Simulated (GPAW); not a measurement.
SnO2 (Cassiterite):

```
Sn O
1.0
     4.73800    0.00000    0.00000
     0.00000    4.73800    0.00000
     0.00000    0.00000    3.18650
Sn O
2 4
Direct
  0.50000 0.50000 0.50000
  0.00000 0.00000 0.00000
  0.80710 0.19290 0.50000
  0.69290 0.69290 0.00000
  0.19290 0.80710 0.50000
  0.30710 0.30710 0.00000
```

```yaml
Program: GPAW 26.7.0
Task: relaxation of cell and atoms
Functional: BLYP
Dispersion: D3(BJ)
Potentials_or_basis: PAW data sets generated in the run's folder for this functional
Cutoff: 800 eV
Basis: pw
k_mesh: 4 × 4 × 5
Occupations: fermi-dirac, width 0.05 eV
Spin: no spin polarisation
```

At the start: pressure 7.2 GPa; volume 11.92 Å³/atom.

Q: Where does the relaxation end?

A: Over 6 steps the energy falls by 10.7 meV/atom and the volume is 12.33 Å³/atom (+3.4 %); space group P4_2/mnm (No. 136, to 0.05 Å).

The path:
```tsv
step	energy change (eV)	largest force (eV/Å)	pressure (GPa)	volume (Å³)
1	0.0000	0.3136	7.17	71.53
2	-0.0167	0.1910	6.16	71.81
3	-0.0504	0.1850	2.31	72.99
4	-0.0565	0.1916	1.45	73.31
5	-0.0630	0.1056	-0.03	73.91
6	-0.0641	0.0347	-0.17	74.00
```

Final structure:
```
Sn O
1.0
     4.78386    0.00000    0.00000
     0.00000    4.78386    0.00000
     0.00000    0.00000    3.23353
Sn O
2 4
Direct
  0.50000 0.50000 0.50000
  0.00000 0.00000 0.00000
  0.80568 0.19432 0.50000
  0.69432 0.69432 0.00000
  0.19432 0.80568 0.50000
  0.30568 0.30568 0.00000
```

Caveat: the k mesh is coarse; later steps reuse the first step's grids.
